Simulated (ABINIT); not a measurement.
Runs of ABINIT 10.8.3 (patched build) on PbSe (Clausthalite). The structure is cubic, space group Fm-3m (No. 225). Conventional cell: a = 6.121 Å, b = 6.121 Å, c = 6.121 Å, α = 90.00°, β = 90.00°, γ = 90.00°. Pb (site symmetry m-3m) is surrounded by 6 Se at 3.06 Å. Around Se (site symmetry m-3m) lie 6 Pb at 3.06 Å. 

```csv
share of exact exchange,gap on the mesh (eV)
0.05,0.38
0.5,1.48
0.15,(a)
0.35,(b)
0.25,0.81
```

Alike in all rows: task single point; level PBE0; potentials or basis SG15 NC PBE v1.2; no spin polarisation; cell as given; k mesh 6 × 6 × 6; cutoff (eV) 490; smearing fermi-dirac 0.05 eV.

Estimate the missing entries.

(a) 0.58; (b) 1.06.

Caveats: exact exchange is summed on a coarse mesh, which widens gaps by tenths of an eV; spin-orbit coupling is left out, which as a rule narrows the gap of such compounds by several tenths of an eV.

A k mesh can miss the band edges, and the runs leave out spin-orbit coupling on Pb, Se.
